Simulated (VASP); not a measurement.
GaP: single point with PBEsol

Slab: GaP, a slab with vacuum.

```xyz
14
Lattice="3.8444 0.0000 0.0000 0.0000 5.4368 0.0000 0.0000 0.0000 26.5333" Properties=species:S:1:pos:R:3 pbc="T T T"
Ga    1.9222    2.7184    7.5000
Ga    0.0000    0.0000    9.4222
Ga    1.9222    2.7184   11.3444
Ga    0.0000    0.0000   13.2666
Ga    1.9222    2.7184   15.1888
Ga    0.0000    0.0000   17.1111
Ga    1.9222    2.7184   19.0333
P     0.0000    4.0776    7.5000
P     1.9222    1.3592    9.4222
P     0.0000    4.0776   11.3444
P     1.9222    1.3592   13.2666
P     0.0000    4.0776   15.1888
P     1.9222    1.3592   17.1111
P     0.0000    4.0776   19.0333
```

```json
{
 "Program": "VASP 6.6.1",
 "Task": "single point",
 "Functional": "PBEsol",
 "Potentials or basis": "VASP PAW PBE potentials, release 64 (Ga_d, P)",
 "Cutoff": "520 eV",
 "k mesh": "7 × 5 × 1",
 "Occupations": "gaussian, width 0.03 eV",
 "Spin": "no spin polarisation",
 "Dipole correction": "yes",
 "Further INCAR settings": "ALGO = Normal; EDIFF = 1e-07"
}
```

```yaml
Largest_force: 1.955 eV/Å
Band_gap_on_the_k_mesh: 0.52 eV, indirect (least direct gap 0.62 eV)
Ionisation_potential_of_the_upper_face: 4.98 eV
```

Forces in eV/Å, atoms in the order of the input:
```
Ga   0.000  1.311  1.450
Ga   0.000 -0.355  0.199
Ga   0.000  0.352  0.104
Ga   0.000 -0.178  0.000
Ga   0.000  0.352 -0.104
Ga   0.000 -0.355 -0.199
Ga   0.000  1.311 -1.450
P    0.000 -0.423 -1.344
P    0.000 -0.697 -0.504
P    0.000 -0.020  0.075
P    0.000 -0.160  0.000
P    0.000 -0.020 -0.075
P    0.000 -0.697  0.504
P    0.000 -0.423  1.344
```

Levels at points of the mesh, in eV from the valence-band top:
| k point | band 60 | band 61 | band 62 | band 63 | band 64 | band 65 | band 66 | band 67 |
| --- | --- | --- | --- | --- | --- | --- | --- | --- |
| (0.00, 0.00, 0.00) | -0.13 | -0.08 | -0.07 | -0.03 | 0.66 | 1.38 | 1.72 | 2.15 |

Core levels (eV, on the scale of the bands):
```
atom                                                    levels
1 Ga  1s -10224.4, 2s -1257.8, 2p -1094.3, 3s -143.7, 3p -94.5
2 Ga  1s -10224.2, 2s -1257.6, 2p -1094.1, 3s -143.5, 3p -94.2
3 Ga  1s -10224.4, 2s -1257.8, 2p -1094.2, 3s -143.7, 3p -94.4
4 Ga  1s -10224.3, 2s -1257.7, 2p -1094.1, 3s -143.5, 3p -94.3
5 Ga  1s -10224.4, 2s -1257.8, 2p -1094.2, 3s -143.7, 3p -94.4
6 Ga  1s -10224.2, 2s -1257.6, 2p -1094.1, 3s -143.5, 3p -94.2
```

It took 3 min on 4 MPI ranks on AMD EPYC 9R45 96-Core Processor (Zen 5), with other jobs on the host, peak memory 0.75 GiB a rank.

Caveat: the PAW data sets were made with another functional, which shifts forces and pressure a little. PBEsol gaps usually lie below the measured ones, often by a third to a half.
